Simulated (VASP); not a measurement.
Here is a VASP 6.6.1 calculation.

File INCAR:

```
PREC = Accurate
ENCUT = 520
EDIFF = 1E-6
ISMEAR = 0
SIGMA = 0.019000000000000003
LREAL = False
LASPH = True
NELM = 60
ALGO = Normal
ISIF = 2
LWAVE = False
LCHARG = False
GGA = PE
```

Contents of KPOINTS:

```
regular mesh
0
Gamma
  9 9 5
```

Contents of POSCAR:

```
TaS2
1.0
    3.3500000000      0.0000000000      0.0000000000
   -1.6750000000      2.9011851027      0.0000000000
    0.0000000000      0.0000000000      5.8600000000
Ta S
1 2
Direct
    0.0000000000      0.0000000000      0.0000000000
    0.6666666667      0.3333333333      0.7500000000
    0.3333333333      0.6666666667      0.2500000000
```

Potentials or basis: VASP PAW PBE potentials, release 64 (Ta_pv, S).

Command:

```console
$ cat potpaw_PBE.64/Ta_pv/POTCAR potpaw_PBE.64/S/POTCAR > POTCAR
$ mpirun -np 1 vasp_std > vasp.out
```

Problem. Estimate the band gap on the k mesh.

Solution. None (metal or under the smearing width).

Problem. What does it give for the pressure?

Solution. 9.1 GPa.

Stress tensor (GPa, compression positive):
```
 7.43  0.00  0.00
 0.00  7.43  0.00
 0.00  0.00 12.57
```

Caveat: this functional lacks dispersion, which binds the layers, so the pressure and a relaxed spacing across them are unreliable; forces of over 1 eV/Å show positions far from the minimum, so gaps and moduli don't describe the material at rest. The run has no spin-orbit coupling, so splittings on Ta are missing.
